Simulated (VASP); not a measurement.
# Li2S (Fm-3m) in VASP: a series of runs

The runs below take Li2S through relaxation of cell and atoms, with LDA, PBE.

Everything below comes from runs of VASP 6.6.1. Logs are shortened: lines on timing, memory, paths and dates and some standing lists are left out, and cuts for length are marked.

### Step 1. The structure

It takes space group Fm-3m (No. 225, cubic). The conventional cell has a = 5.689 Å, b = 5.689 Å, c = 5.689 Å, α = 90.00°, β = 90.00°, γ = 90.00°. Li (site symmetry -43m) is surrounded by 4 S at 2.46 Å. S (site symmetry m-3m) is surrounded by 8 Li at 2.46 Å.

### Step 2. Relaxation of cell and atoms, LDA

Input file INCAR:

```
PREC = Accurate
ENCUT = 600
EDIFF = 1E-6
ISMEAR = 0
SIGMA = 0.03
LREAL = False
LASPH = True
NELM = 80
ALGO = Normal
ISIF = 3
LWAVE = False
LCHARG = False
GGA = CA
IBRION = 2
NSW = 90
EDIFFG = -0.01
KPAR = 2
```

Input file KPOINTS:

```
regular mesh
0
Gamma
  8 8 8
```

Input file POSCAR:

```
Li2S
1.0
    0.0000000000      2.8445000000      2.8445000000
    2.8445000000      0.0000000000      2.8445000000
    2.8445000000      2.8445000000      0.0000000000
Li S
2 1
Direct
    0.2500000000      0.2500000000      0.2500000000
    0.7500000000      0.7500000000      0.7500000000
    0.0000000000      0.0000000000      0.0000000000
```

Potentials or basis: VASP PAW LDA potentials, release 64 (Li_sv, S).

Command:

```bash
$ cat potpaw_LDA.64/Li_sv/POTCAR potpaw_LDA.64/S/POTCAR > POTCAR
$ mpirun -np 2 vasp_std > vasp.out
```

OUTCAR:

```text
PREC = Accurate
   ENCUT = 600
   EDIFF = 1E-6
   ISMEAR = 0
   LREAL = False
   LASPH = True
   NELM = 80
   ISIF = 3
   GGA = CA
   IBRION = 2
   NSW = 90
   EDIFFG = -0.01

 ion  position               nearest neighbor table
   1  0.250  0.250  0.250-   3 2.46   3 2.46   3 2.46   3 2.46
   2  0.750  0.750  0.750-   3 2.46   3 2.46   3 2.46   3 2.46
   3  0.000  0.000  0.000-   2 2.46   2 2.46   2 2.46   1 2.46   2 2.46   1 2.46   1 2.46   1 2.46

  LATTYP: Found a face centered cubic cell.
 ALAT       =     5.6890000000

  Lattice vectors:

 A1 = (   0.0000000000,   2.8445000000,   2.8445000000)
 A2 = (   2.8445000000,   0.0000000000,   2.8445000000)
 A3 = (   2.8445000000,   2.8445000000,   0.0000000000)

Analysis of symmetry for initial positions (statically):
=====================================================================
 Subroutine PRICEL returns:
 Original cell was already a primitive cell.

 Routine SETGRP: Setting up the symmetry group for a
 face centered cubic supercell.

 Subroutine GETGRP returns: Found 48 space group operations
 (whereof 48 operations were pure point group operations)
 out of a pool of 48 trial point group operations.

The static configuration has the point symmetry O_h .

Analysis of symmetry for dynamics (positions and initial velocities):
=====================================================================
 Subroutine PRICEL returns:
 Original cell was already a primitive cell.

 Routine SETGRP: Setting up the symmetry group for a
 face centered cubic supercell.

 Subroutine GETGRP returns: Found 48 space group operations
 (whereof 48 operations were pure point group operations)
 out of a pool of 48 trial point group operations.

The dynamic configuration has the point symmetry O_h .

 Subroutine INISYM returns: Found 48 space group operations
 (whereof 48 operations are pure point group operations),
 and found     1 'primitive' translations

----------------------------------------------------------------------------------------

                                     Primitive cell

  volume of cell :      46.0307

  direct lattice vectors                    reciprocal lattice vectors
     0.000000000  2.844500000  2.844500000    -0.175777817  0.175777817  0.175777817
     2.844500000  0.000000000  2.844500000     0.175777817 -0.175777817  0.175777817
     2.844500000  2.844500000  0.000000000     0.175777817  0.175777817 -0.175777817

  length of vectors
     4.022730478  4.022730478  4.022730478     0.304456110  0.304456110  0.304456110

[... 103 lines left out ...]
  volume/ion in A,a.u.               =      15.34       103.54
  Fermi-wavevector in a.u.,A,eV,Ry     =   1.045810  1.976294 14.880934  1.093718
  Thomas-Fermi vector in A             =   2.180621
   LORBIT       =      0    0 simple, 1 ext, 2 COOP (PROOUT), +10 PAW based schemes
   GGA     = CA    functional components
   LHFCALC =     F    Hartree Fock is set to
   AEXX    =    0.0000 exact exchange contribution
   IVDW    =     0    specifies the selected vdW correction
   LEPSILON=     F    determine dielectric tensor
   LRPA    =     F    only Hartree local field effects (RPA)
 conjugate gradient relaxation of ions
 non-spin polarized calculation
 Gauss-broadening in eV      SIGMA  =   0.03
  energy-cutoff  :      600.00
  volume of cell :       46.03
 maximum number of plane-waves:      1572
   NGX = 17   NGY = 17   NGZ = 17

--------------------------------------- Ionic step        1  -------------------------------------------

 number of electron      11.9999988 magnetization

 Free energy of the ion-electron system (eV)
  ---------------------------------------------------
  ext. energy  EPLUGINS =         0.00000000
  ---------------------------------------------------
  free energy    TOTEN  =       -12.98979333 eV

  energy without entropy =      -12.98979333  energy(sigma->0) =      -12.98979333

------------------------ aborting loop because EDIFF is reached ----------------------------------------

  FORCE on cell =-STRESS in cart. coord.  units (eV):
  Direction    XX          YY          ZZ          XY          YZ          ZX
  --------------------------------------------------------------------------------------
  -------------------------------------------------------------------------------------
  Total       -0.7818309     -0.7818309     -0.7818309      0.0000000      0.0000000      0.0000000
  in kB      -27.2129500    -27.2129500    -27.2129500      0.0000000      0.0000000      0.0000000
  external PRESSURE =     -27.2129500 kB  Pullay stress =       0.0000000 kB
[... 61 lines left out ...]
--------------------------------------- Ionic step        3  -------------------------------------------

 number of electron      12.0000010 magnetization

 Free energy of the ion-electron system (eV)
  ---------------------------------------------------
  ext. energy  EPLUGINS =         0.00000000
  ---------------------------------------------------
  free energy    TOTEN  =       -13.01700259 eV

  energy without entropy =      -13.01700259  energy(sigma->0) =      -13.01700259

 E-fermi :   1.9791     XC(G=0):  -9.0918

 val. band max:        1.8417904129   @ k =   0.0000   0.0000   0.0000
 cond. band min:       4.9563703155   @ k =   0.5000   0.5000   0.0000
 fundamental gap:      3.1145799026
 Fermi energy:         1.9791041560

 k-point     1 :       0.0000    0.0000    0.0000
  band No.  band energies     occupation
      1     -41.2476      2.00000
      2     -41.1839      2.00000
      3      -9.3234      2.00000
      4       1.8418      2.00000
      5       1.8418      2.00000
      6       1.8418      2.00000
      7       6.2797      0.00000
      8       7.8766      0.00000
      9       7.8766      0.00000
     10       7.8766      0.00000
[... 287 lines left out ...]
 k-point    24 :      -0.3750    0.2500    0.1250
  band No.  band energies     occupation
      1     -41.2144      2.00000
      2     -41.2143      2.00000
      3      -8.7567      2.00000
      4      -1.0115      2.00000
      5       0.4635      2.00000
      6       0.8080      2.00000
      7       7.6043      0.00000
      8       8.5186      0.00000
      9      10.2755      0.00000
     10      10.9826      0.00000

 [... further k-points ...]

------------------------ aborting loop because EDIFF is reached ----------------------------------------

  FORCE on cell =-STRESS in cart. coord.  units (eV):
  Direction    XX          YY          ZZ          XY          YZ          ZX
  --------------------------------------------------------------------------------------
  -------------------------------------------------------------------------------------
  Total       -0.0275659     -0.0275659     -0.0275659     -0.0000000     -0.0000000      0.0000000
  in kB       -1.0245750     -1.0245750     -1.0245750     -0.0000000     -0.0000000      0.0000000
  external PRESSURE =      -1.0245750 kB  Pullay stress =       0.0000000 kB
[... 18 lines left out ...]
  FREE ENERGIE OF THE ION-ELECTRON SYSTEM (eV)
  ---------------------------------------------------
  free  energy   TOTEN  =       -13.0170025941 eV

  energy  without entropy=      -13.0170025941  energy(sigma->0) =      -13.01700259

 reached required accuracy - stopping structural energy minimisation
```

OSZICAR:

```text
N       E                     dE             d eps       ncg     rms          rms(c)
DAV:   1     0.415559690063E+02    0.41556E+02   -0.60921E+03   580   0.126E+03
DAV:   2    -0.731810417318E+01   -0.48874E+02   -0.45934E+02   734   0.210E+02
DAV:   3    -0.129612963061E+02   -0.56432E+01   -0.56242E+01   984   0.587E+01
[... 22 lines left out ...]
DAV:   3    -0.130174811606E+02    0.36637E-02   -0.11059E-02   660   0.657E-01    0.327E-01
DAV:   4    -0.130170682342E+02    0.41293E-03   -0.79265E-04   984   0.195E-01    0.140E-01
DAV:   5    -0.130170050870E+02    0.63147E-04   -0.19614E-04  1036   0.977E-02    0.608E-02
DAV:   6    -0.130170029781E+02    0.21089E-05   -0.93946E-06   668   0.318E-02    0.276E-02
DAV:   7    -0.130170025941E+02    0.38395E-06   -0.32227E-06   546   0.128E-02
   3 F= -.13017003E+02 E0= -.13017003E+02  d E =-.272093E-01
```

Run time: 15 s. Hardware: 2 MPI ranks of AMD EPYC 7R13 (Zen 3), shared host; peak memory 0.13 GiB.

Results:

- Free energy: -13.0170 eV
- Relaxed volume: 14.37 Å³/atom
- Relaxed cell: a = 3.936 Å, b = 3.936 Å, c = 3.936 Å, α = 60.00°, β = 60.00°, γ = 60.00°
- Space group after relaxing (to 0.05 Å): Fm-3m (No. 225)
- Energy gained by relaxing: 9.1 meV/atom
- Ionic steps: 3
- Pressure after relaxing: -0.1 GPa
- Band gap on the k mesh: 3.11 eV, indirect (least direct gap 4.44 eV)

Step by step:
```
step  energy change (eV)  largest force (eV/Å)  pressure (GPa)  volume (Å³)
   1              0.0000                0.0000           -2.72        46.03
   2             -0.0218                0.0000           -1.30        44.32
   3             -0.0272                0.0000           -0.10        43.11
```

Final structure:
```
CELL_PARAMETERS angstrom
0.00000 2.78293 2.78293
2.78293 0.00000 2.78293
2.78293 2.78293 0.00000
ATOMIC_POSITIONS crystal
Li 0.25000 0.25000 0.25000
Li 0.75000 0.75000 0.75000
S 0.00000 0.00000 0.00000
```

Caveat: the cutoff is under 1.25 times the usual one of these potentials, so pressure, stress and relaxed cells hold a basis-set (Pulay) error. As with any semilocal functional, this LDA gap is likely too small.

### Step 3. Relaxation of cell and atoms, LDA

This run uses another cell than the first one, of 14.37 Å³/atom, 0.936 times its volume.

INCAR, as its differences from that of step 2:

```diff
@@ -2,3 +2,3 @@
 ENCUT = 600
-EDIFF = 1E-6
+EDIFF = 1E-7
 ISMEAR = 0
@@ -15,3 +15,3 @@
 NSW = 90
-EDIFFG = -0.01
+EDIFFG = -0.005
 KPAR = 2
```

KPOINTS is that of step 2.

Input file POSCAR:

```
Li2S                                    
1.0
    0.0000000000      2.7829341633      2.7829341633
    2.7829341633      0.0000000000      2.7829341633
    2.7829341633      2.7829341633      0.0000000000
  Li              S             
     2     1
Direct
     0.2500000000000000    0.2500000000000000    0.2500000000000000
     0.7500000000000000    0.7500000000000000    0.7500000000000000
     0.0000000000000000    0.0000000000000000    0.0000000000000000
```

Potentials or basis: VASP PAW LDA potentials, release 64 (Li_sv, S).

Command:

```bash
$ cat potpaw_LDA.64/Li_sv/POTCAR potpaw_LDA.64/S/POTCAR > POTCAR
$ mpirun -np 2 vasp_std > vasp.out
```

It took 14 s on 2 MPI ranks of AMD EPYC 7R13 (Zen 3), shared host; peak memory 0.12 GiB.

It converged, with:

```yaml
Free_energy: -13.0141 eV
Relaxed_volume: 14.36 Å³/atom
Relaxed_cell: a = 3.935 Å, b = 3.935 Å, c = 3.935 Å, α = 60.00°, β = 60.00°, γ = 60.00°
Space_group_after_relaxing_to_0.05_Å: Fm-3m (No. 225)
Energy_gained_by_relaxing: 0.0 meV/atom
Ionic_steps: 2
Pressure_after_relaxing: 0.0 GPa
Band_gap_on_the_k_mesh: 3.11 eV, indirect (least direct gap 4.44 eV)
```

Final structure:
```cif
data_structure
_symmetry_space_group_name_H-M 'P 1'
_symmetry_Int_Tables_number 1
_cell_length_a 3.9345
_cell_length_b 3.9345
_cell_length_c 3.9345
_cell_angle_alpha 60.000
_cell_angle_beta 60.000
_cell_angle_gamma 60.000
_cell_volume 43.07
loop_
_atom_site_label
_atom_site_type_symbol
_atom_site_fract_x
_atom_site_fract_y
_atom_site_fract_z
_atom_site_occupancy
Li1 Li 0.25000 0.25000 0.25000 1
Li2 Li 0.75000 0.75000 0.75000 1
S1 S 0.00000 0.00000 0.00000 1
```

Levels at points of the mesh, in eV from the valence-band top:
| k point | band 4 | band 5 | band 6 | band 7 | band 8 | band 9 |
| --- | --- | --- | --- | --- | --- | --- |
| (0.00, 0.00, 0.00) | 0.00 | 0.00 | 0.00 | 4.44 | 6.03 | 6.03 |
| (0.50, 0.00, 0.00) | -3.17 | -0.58 | -0.58 | 6.28 | 6.40 | 6.40 |
| (0.50, 0.50, 0.00) | -2.34 | -1.62 | -1.62 | 3.11 | 7.18 | 11.34 |

Caveat: the cutoff is under 1.25 times the usual one of these potentials, so pressure, stress and relaxed cells hold a basis-set (Pulay) error.

### Step 4. Relaxation of cell and atoms, PBE

Input file INCAR:

```
ALGO = Normal
EDIFF = 1E-6
EDIFFG = -0.01
ENCUT = 600
GGA = PE
IBRION = 2
ISIF = 3
ISMEAR = 0
KPAR = 2
LASPH = T
LCHARG = F
LREAL = F
LWAVE = F
NELM = 80
NSW = 90
PREC = Accurate
SIGMA = 0.03
```

Input file KPOINTS:

```
k-points
0
Gamma
  8 8 8
```

Input file POSCAR:

```
Li2S
1.0
    0.0000000000      2.8445000000      2.8445000000
    2.8445000000      0.0000000000      2.8445000000
    2.8445000000      2.8445000000      0.0000000000
Li S
2 1
Direct
    0.2500000000      0.2500000000      0.2500000000
    0.7500000000      0.7500000000      0.7500000000
    0.0000000000      0.0000000000      0.0000000000
```

Potentials or basis: VASP PAW PBE potentials, release 64 (Li_sv, S).

Command:

```bash
$ cat potpaw_PBE.64/Li_sv/POTCAR potpaw_PBE.64/S/POTCAR > POTCAR
$ mpirun -np 2 vasp_std > vasp.out
```

OUTCAR:

```text
EDIFF = 1E-6
   EDIFFG = -0.01
   ENCUT = 600
   GGA = PE
   IBRION = 2
   ISIF = 3
   ISMEAR = 0
   LASPH = T
   LREAL = F
   NELM = 80
   NSW = 90
   PREC = Accurate

 ion  position               nearest neighbor table
   1  0.250  0.250  0.250-   3 2.46   3 2.46   3 2.46   3 2.46
   2  0.750  0.750  0.750-   3 2.46   3 2.46   3 2.46   3 2.46
   3  0.000  0.000  0.000-   2 2.46   2 2.46   2 2.46   1 2.46   2 2.46   1 2.46   1 2.46   1 2.46

  LATTYP: Found a face centered cubic cell.
 ALAT       =     5.6890000000

  Lattice vectors:

 A1 = (   0.0000000000,   2.8445000000,   2.8445000000)
 A2 = (   2.8445000000,   0.0000000000,   2.8445000000)
 A3 = (   2.8445000000,   2.8445000000,   0.0000000000)

Analysis of symmetry for initial positions (statically):
=====================================================================
 Subroutine PRICEL returns:
 Original cell was already a primitive cell.

 Routine SETGRP: Setting up the symmetry group for a
 face centered cubic supercell.

 Subroutine GETGRP returns: Found 48 space group operations
 (whereof 48 operations were pure point group operations)
 out of a pool of 48 trial point group operations.

The static configuration has the point symmetry O_h .

Analysis of symmetry for dynamics (positions and initial velocities):
=====================================================================
 Subroutine PRICEL returns:
 Original cell was already a primitive cell.

 Routine SETGRP: Setting up the symmetry group for a
 face centered cubic supercell.

 Subroutine GETGRP returns: Found 48 space group operations
 (whereof 48 operations were pure point group operations)
 out of a pool of 48 trial point group operations.

The dynamic configuration has the point symmetry O_h .

 Subroutine INISYM returns: Found 48 space group operations
 (whereof 48 operations are pure point group operations),
 and found     1 'primitive' translations
[... 175 lines left out ...]

  FREE ENERGIE OF THE ION-ELECTRON SYSTEM (eV)
  ---------------------------------------------------
  free  energy   TOTEN  =       -11.9954497583 eV

  energy  without entropy=      -11.9954497583  energy(sigma->0) =      -11.99544976

--------------------------------------- Ionic step        2  -------------------------------------------

 number of electron      11.9999987 magnetization

 Free energy of the ion-electron system (eV)
  ---------------------------------------------------
  ext. energy  EPLUGINS =         0.00000000
  ---------------------------------------------------
  free energy    TOTEN  =       -11.99561705 eV

  energy without entropy =      -11.99561705  energy(sigma->0) =      -11.99561705

 E-fermi :   1.6054     XC(G=0):  -8.5126

 val. band max:        1.4722945443   @ k =   0.0000   0.0000   0.0000
 cond. band min:       4.8601729714   @ k =   0.5000   0.5000   0.0000
 fundamental gap:      3.3878784271
 Fermi energy:         1.6053685207

 k-point     1 :       0.0000    0.0000    0.0000
  band No.  band energies     occupation
      1     -42.7020      2.00000
      2     -42.6589      2.00000
      3      -9.5538      2.00000
      4       1.4723      2.00000
      5       1.4723      2.00000
      6       1.4723      2.00000
      7       5.7545      0.00000
      8       7.7022      0.00000
      9       7.7022      0.00000
     10       7.7022      0.00000
[... 287 lines left out ...]
 k-point    24 :      -0.3750    0.2500    0.1250
  band No.  band energies     occupation
      1     -42.6798      2.00000
      2     -42.6797      2.00000
      3      -9.0536      2.00000
      4      -1.1053      2.00000
      5       0.2288      2.00000
      6       0.5675      2.00000
      7       7.3369      0.00000
      8       8.1250      0.00000
      9       9.8336      0.00000
     10      10.4764      0.00000

 [... further k-points ...]

------------------------ aborting loop because EDIFF is reached ----------------------------------------

  FORCE on cell =-STRESS in cart. coord.  units (eV):
  Direction    XX          YY          ZZ          XY          YZ          ZX
  --------------------------------------------------------------------------------------
  -------------------------------------------------------------------------------------
  Total        0.0273477      0.0273477      0.0273477      0.0000000      0.0000000      0.0000000
  in kB        0.9486383      0.9486383      0.9486383      0.0000000      0.0000000      0.0000000
  external PRESSURE =       0.9486383 kB  Pullay stress =       0.0000000 kB

 VOLUME and BASIS-vectors are now :
 -----------------------------------------------------------------------------
  energy-cutoff  :      600.00
  volume of cell :       46.19
      direct lattice vectors                 reciprocal lattice vectors
     0.000000000  2.847740055  2.847740055    -0.175577823  0.175577823  0.175577823
     2.847740055  0.000000000  2.847740055     0.175577823 -0.175577823  0.175577823
     2.847740055  2.847740055  0.000000000     0.175577823  0.175577823 -0.175577823

 POSITION                                       TOTAL-FORCE (eV/Angst)
 -----------------------------------------------------------------------------------
      1.42387      1.42387      1.42387         0.000000      0.000000      0.000000
      4.27161      4.27161      4.27161        -0.000000     -0.000000     -0.000000
      2.84774      2.84774      0.00000         0.000000     -0.000000      0.000000
 -----------------------------------------------------------------------------------
    total drift:                                0.000000     -0.000000      0.000000

  FREE ENERGIE OF THE ION-ELECTRON SYSTEM (eV)
  ---------------------------------------------------
  free  energy   TOTEN  =       -11.9956170508 eV

  energy  without entropy=      -11.9956170508  energy(sigma->0) =      -11.99561705

 reached required accuracy - stopping structural energy minimisation
```

OSZICAR:

```text
N       E                     dE             d eps       ncg     rms          rms(c)
DAV:   1     0.430468714482E+02    0.43047E+02   -0.61102E+03   580   0.127E+03
DAV:   2    -0.622327542850E+01   -0.49270E+02   -0.46300E+02   736   0.211E+02
DAV:   3    -0.119157471972E+02   -0.56925E+01   -0.56746E+01   982   0.590E+01
[... 13 lines left out ...]
DAV:   2    -0.119956833350E+02    0.32900E-03   -0.13234E-03   738   0.269E-01    0.690E-02
DAV:   3    -0.119956267403E+02    0.56595E-04   -0.18317E-04   646   0.833E-02    0.384E-02
DAV:   4    -0.119956191697E+02    0.75706E-05   -0.98195E-06   972   0.234E-02    0.189E-02
DAV:   5    -0.119956169518E+02    0.22179E-05   -0.23683E-06   734   0.118E-02    0.682E-03
DAV:   6    -0.119956170508E+02   -0.99063E-07   -0.33750E-07   314   0.574E-03
   2 F= -.11995617E+02 E0= -.11995617E+02  d E =-.167292E-03
```

It took 9.8 s on 2 MPI ranks of Intel Xeon Platinum 8259CL at 2.50GHz (Skylake/Cascade Lake), shared host; peak memory 0.16 GiB.

What came out:

```yaml
Free_energy: -11.9956 eV
Relaxed_volume: 15.40 Å³/atom
Relaxed_cell: a = 4.027 Å, b = 4.027 Å, c = 4.027 Å, α = 60.00°, β = 60.00°, γ = 60.00°
Space_group_after_relaxing_to_0.05_Å: Fm-3m (No. 225)
Energy_gained_by_relaxing: 0.1 meV/atom
Ionic_steps: 2
Pressure_after_relaxing: 0.1 GPa
Band_gap_on_the_k_mesh: 3.39 eV, indirect (least direct gap 4.28 eV)
```

The path:
```csv
step,energy change (eV),largest force (eV/Å),pressure (GPa),volume (Å³)
1,0.0000,0.0000,0.25,46.03
2,-0.0002,0.0000,0.09,46.19
```

Final structure:
```
Li S
1.0
     0.00000    2.84774    2.84774
     2.84774    0.00000    2.84774
     2.84774    2.84774    0.00000
Li S
2 1
Direct
  0.25000 0.25000 0.25000
  0.75000 0.75000 0.75000
  0.00000 0.00000 0.00000
```

Caveat: the cutoff is under 1.25 times the usual one of these potentials, so pressure, stress and relaxed cells hold a basis-set (Pulay) error.

[end of part 1 of 2]
